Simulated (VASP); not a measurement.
Output of a VASP run:

### OUTCAR
```
 ion  position               nearest neighbor table
   1  0.000  0.000  0.000-   3 2.65   4 2.65   5 2.65   3 2.65   4 2.65   4 2.65   5 2.65   4 2.65
                             3 2.65   5 2.65   3 2.65   5 2.65   2 3.24   2 3.24   2 3.24   2 3.24
   2  0.500  0.500  0.500-   3 1.87   4 1.87   5 1.87   5 1.87   3 1.87   4 1.87   1 3.24   1 3.24
                             1 3.24   1 3.24   1 3.24   1 3.24   1 3.24   1 3.24
   3  0.500  0.000  0.500-   2 1.87   2 1.87   1 2.65   1 2.65   1 2.65   1 2.65
   4  0.000  0.500  0.500-   2 1.87   2 1.87   1 2.65   1 2.65   1 2.65   1 2.65
   5  0.500  0.500  0.000-   2 1.87   2 1.87   1 2.65   1 2.65   1 2.65   1 2.65
  LATTYP: Found a simple cubic cell.
 ALAT       =     3.7415243827
 Subroutine PRICEL returns:
 Original cell was already a primitive cell.
 Subroutine GETGRP returns: Found 48 space group operations
The static configuration has the point symmetry O_h .
The dynamic configuration has the point symmetry O_h .
 Subroutine INISYM returns: Found 48 space group operations
 Subroutine IBZKPT returns following result:
 Found     10 irreducible k-points:

 Following reciprocal coordinates:
            Coordinates               Weight
  0.000000  0.000000  0.000000      1.000000
  0.200000  0.000000  0.000000      6.000000
  0.400000  0.000000  0.000000      6.000000
  0.200000  0.200000  0.000000     12.000000
  0.400000  0.200000  0.000000     24.000000
  0.400000  0.400000  0.000000     12.000000
  0.200000  0.200000  0.200000      8.000000
  0.400000  0.200000  0.200000     24.000000
  0.400000  0.400000  0.200000     24.000000
  0.400000  0.400000  0.400000      8.000000
   k-points           NKPTS =     10   k-points in BZ     NKDIM =     10   number of bands    NBANDS=     20
   number of dos      NEDOS =    301   number of ions     NIONS =      5
   total plane-waves  NPLWV =  21952
   dimension x,y,z NGX =    28 NGY =   28 NGZ =   28
   dimension x,y,z NGXF=    56 NGYF=   56 NGZF=   56
   ions per type =               1   1   3
   PREC   = accura    normal or accurate (medium, high low for compatibility)
   ISTART =      0    job   : 0-new  1-cont  2-samecut
   ICHARG =      2    charge: 1-file 2-atom 10-const
   ISPIN  =      1    spin polarized calculation?
   LNONCOLLINEAR =      F non collinear calculations
   LSORBIT =      F    spin-orbit coupling
   INIWAV =      1    electr: 0-lowe 1-rand  2-diag
   ENCUT  =  520.0 eV  38.22 Ry    6.18 a.u.   6.96  6.96  6.96*2*pi/ulx,y,z
   NELM   =    100;   NELMIN=  2; NELMDL= -5     # of ELM steps
   EDIFF  = 0.1E-05   stopping-criterion for ELM
   LREAL  =      F    real-space projection
   NLSPLINE    = F    spline interpolate recip. space projectors
   LMAXMIX     =    6 max onsite mixed and CHGCAR
   VOSKOWN=      0    Vosko Wilk Nusair interpolation
   EDIFFG = -.2E-01   stopping-criterion for IOM
   NSW    =     60    number of steps for IOM
   NBLOCK =      1;   KBLOCK =     60    inner block; outer block
   IBRION =      2    ionic relax: 0-MD 1-quasi-New 2-CG
   NFREE  =      1    steps in history (QN), initial steepest desc. (CG)
   ISIF   =      3    stress and relaxation
   ISYM   =      2    0-nonsym 1-usesym 2-fastsym
   TEIN   =    0.0    initial temperature
   TEBEG  =    0.0;   TEEND  =   0.0 temperature during run
   SMASS  =  -3.00    Nose mass-parameter (am)
   PSTRESS=    0.0 pullay stress
   NELECT =      32.0000    total number of electrons
   EFERMI =   0.00;   METHOD = LEGACY
   ISMEAR =     0;   SIGMA  =   0.05  broadening in eV -4-tet -1-fermi 0-gaus
   IALGO  =     38    algorithm
   LDIAG  =      T    sub-space diagonalisation (order eigenvalues)
   IMIX   =      4    mixing-type and parameters
     AMIX     =   0.40;   BMIX     =  1.00
     AMIX_MAG =   1.60;   BMIX_MAG =  1.00
     AMIN     =   0.10
   GGA     = CA    functional components
   VOSKOWN =     0    Vosko Wilk Nusair interpolation
   LHFCALC =     F    Hartree Fock is set to
   LHFONE  =     F    Hartree Fock one center treatment
   AEXX    =    0.0000 exact exchange contribution
   IVDW    =     0    specifies the selected vdW correction
   LEPSILON=     F    determine dielectric tensor
   LRPA    =     F    only Hartree local field effects (RPA)
  energy-cutoff  :      520.00
...
```

OSZICAR:
```
       N       E                     dE             d eps       ncg     rms          rms(c)
DAV:   1     0.301421766142E+03    0.30142E+03   -0.14171E+04   440   0.247E+03
DAV:   2     0.297084010106E+02   -0.27171E+03   -0.24605E+03   484   0.374E+02
DAV:   3    -0.436850141524E+02   -0.73393E+02   -0.71793E+02   608   0.211E+02
DAV:   4    -0.485467104840E+02   -0.48617E+01   -0.48361E+01   656   0.508E+01
DAV:   5    -0.487922003296E+02   -0.24549E+00   -0.24523E+00   572   0.104E+01    0.127E+01
DAV:   6    -0.444716320599E+02    0.43206E+01   -0.29131E+01   608   0.348E+01    0.512E+00
DAV:   7    -0.444503090695E+02    0.21323E-01   -0.12210E+00   704   0.922E+00    0.252E+00
DAV:   8    -0.444053124648E+02    0.44997E-01   -0.10027E-01   632   0.338E+00    0.477E-01
DAV:   9    -0.444019489253E+02    0.33635E-02   -0.17135E-02   648   0.997E-01    0.151E-01
DAV:  10    -0.444020491738E+02   -0.10025E-03   -0.10964E-03   640   0.257E-01    0.397E-02
DAV:  11    -0.444020513452E+02   -0.21714E-05   -0.72997E-05   696   0.860E-02    0.172E-02
DAV:  12    -0.444020500079E+02    0.13374E-05   -0.16082E-05   656   0.385E-02    0.390E-03
DAV:  13    -0.444020500371E+02   -0.29194E-07   -0.63791E-07   320   0.718E-03
   1 F= -.44402050E+02 E0= -.44402050E+02  d E =-.444021E+02
```

File OUTCAR:
```
------------------------ aborting loop because EDIFF is reached ----------------------------------------
  FORCE on cell =-STRESS in cart. coord.  units (eV):
  Direction    XX          YY          ZZ          XY          YZ          ZX
  --------------------------------------------------------------------------------------
  Total       -0.0650408     -0.0650408     -0.0650408     -0.0000000      0.0000000      0.0000000
  in kB       -1.9895317     -1.9895317     -1.9895317     -0.0000000      0.0000000      0.0000000
  external PRESSURE =      -1.9895317 kB  Pullay stress =       0.0000000 kB
  volume of cell :       52.38
      direct lattice vectors                 reciprocal lattice vectors
     3.741524383  0.000000000  0.000000000     0.267270743  0.000000000  0.000000000
     0.000000000  3.741524383  0.000000000     0.000000000  0.267270743  0.000000000
     0.000000000  0.000000000  3.741524383     0.000000000  0.000000000  0.267270743
 POSITION                                       TOTAL-FORCE (eV/Angst)
 -----------------------------------------------------------------------------------
      0.00000      0.00000      0.00000         0.000000      0.000000      0.000000
      1.87076      1.87076      1.87076         0.000000      0.000000      0.000000
      1.87076      0.00000      1.87076         0.000000      0.000000      0.000000
      0.00000      1.87076      1.87076         0.000000      0.000000      0.000000
      1.87076      1.87076      0.00000         0.000000      0.000000      0.000000
 -----------------------------------------------------------------------------------
    total drift:                                0.000000      0.000000      0.000000
  FREE ENERGIE OF THE ION-ELECTRON SYSTEM (eV)
  ---------------------------------------------------
  free  energy   TOTEN  =       -44.4020500371 eV

  energy  without entropy=      -44.4020500371  energy(sigma->0) =      -44.40205004

 reached required accuracy - stopping structural energy minimisation
```
(Selected blocks of OUTCAR.)

POSCAR:
```
LaAlO3
1
    3.7415243827     0.0000000000     0.0000000000
    0.0000000000     3.7415243827     0.0000000000
    0.0000000000     0.0000000000     3.7415243827
La Al O
1 1 3
Direct
  0.0000000000   0.0000000000   0.0000000000
  0.5000000000   0.5000000000   0.5000000000
  0.5000000000   0.0000000000   0.5000000000
  0.0000000000   0.5000000000   0.5000000000
  0.5000000000   0.5000000000   0.0000000000
```

### Question
Reconstruct the remaining input files.

### Answer
One answer among several that fit: the input of the run itself, LDA (Ceperley-Alder, Perdew-Zunger), plane waves, VASP's LDA PAW potentials (set 64).

KPOINTS:
```
Automatic mesh
0
Gamma
5 5 5
0 0 0
```

### INCAR
```
# general
SYSTEM  = LaAlO3
PREC    = Accurate
ENCUT   = 520
LREAL   = F
LASPH   = T

# electronic loop
EDIFF   = 1E-6
NELM    = 100
ALGO    = Normal
LMAXMIX = 6

# smearing
ISMEAR  = 0
SIGMA   = 0.05

# ions
IBRION  = 2
NSW     = 60
ISIF    = 3
EDIFFG  = -0.02

# output
LWAVE   = F
LCHARG  = F
```

POTCAR, in this order: La Al O (LDA.64 set). Program: vasp_std.

The compound is LaAlO3 in the cubic perovskite structure, the ideal cubic form; the compound distorts at low or room temperature. It was relaxed first, which changed the volume by -5 %. The start is the result of an earlier pass.
